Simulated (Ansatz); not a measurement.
# GaN: clamped-ion strain scan

Computed with DFT PBE, scalar-relativistic, plane waves, PAW in Ansatz. Settings: plane waves to 420 eV, k-mesh 10×10×10 (Γ-centred), Gaussian smearing 0.05 eV. No spin polarisation. Energies are free energies at this smearing, counted from the undisturbed cell; pressure is positive in compression.

The undisturbed cell (as given, not relaxed at this level; it stands at 5.0 GPa; this zinc-blende form isn't the usual structure):

```
Ga N
1.0
     0.00000    2.25350    2.25350
     2.25350    0.00000    2.25350
     2.25350    2.25350    0.00000
Ga N
1 1
Direct
  0.00000 0.00000 0.00000
  0.75000 0.75000 0.75000
```

The cell is strained by ε times the Voigt pattern (0, 0, 1, 0, 0, 0) (xx, yy, zz, yz, xz, xy; engineering shear) with fractional coordinates fixed.

```
      ε  ΔE (meV/atom)
-0.1000          139.0
-0.0750           84.2
-0.0500           43.1
-0.0250           15.2
 0.0000            0.0
 0.0250           -3.0
 0.0500            5.8
 0.0750           25.7
 0.0875           39.7
 0.1000           56.3
```